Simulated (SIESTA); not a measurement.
**LaB6 under changes of volume**

One of the cells (10.262 Å³/atom); the others are scaled copies at fixed shape and fractional positions:

```xyz
7
Lattice="4.1570 0.0000 0.0000 0.0000 4.1570 0.0000 0.0000 0.0000 4.1570" Properties=species:S:1:pos:R:3 pbc="T T T"
La    0.0000    0.0000    0.0000
B     2.0785    2.0785    3.3360
B     2.0785    2.0785    0.8210
B     2.0785    3.3360    2.0785
B     3.3360    2.0785    2.0785
B     2.0785    0.8210    2.0785
B     0.8210    2.0785    2.0785
```

| Property | Result |
| --- | --- |
| Program | SIESTA 5.4.2 |
| Functional | LDA |
| Potentials or basis | PseudoDojo 0.4 standard (PBE and LDA files) |
| Basis | DZP (energy shift 0.003 Ry; two zetas on semicore shells) |
| Grid cutoff | 800 Ry |
| Energy shift | 0.003 Ry |
| k mesh | 5 × 5 × 5 |
| Occupations | fermi-dirac, width 0.05 eV |
| Spin | no spin polarisation |

| volume (Å³/atom) | energy over the lowest point (meV/atom) | pressure (GPa) | largest force (eV/Å) |
| --- | --- | --- | --- |
| 9.647 | ? | ? | ? |
| 9.852 | 3.64 | 4.9 | 0.613 |
| 10.057 | 0.00 | 0.9 | 0.671 |
| 10.262 | 1.29 | -2.8 | 0.724 |
| 10.467 | 7.09 | -6.1 | 0.775 |
| 10.673 | 16.92 | -9.1 | 0.824 |
| 10.878 | 30.38 | -11.8 | 0.866 |

What does the run at 9.647 Å³/atom give?

Energy over the lowest point 12.66 meV/atom; pressure 9.3 GPa; largest force 0.551 eV/Å.

Worked out: A Birch-Murnaghan fit of order 3 (a polynomial in V^(-2/3)) to the other rows has its minimum at 10.10 Å³/atom with B0 = V·E''(V) = 186 GPa and B' = 4.1 at fixed shape and positions, which overstates the stiffness. It gives 12.78 meV/atom at 9.647 Å³/atom, against the run's 12.66, and -dE/dV = 9.4 GPa, against 9.3.

Energies are extrapolated to zero smearing.

Caveats: the potentials were made for another functional, which shifts forces and pressure; the basis of atomic orbitals isn't converged, which shifts pressures, moduli and gaps.
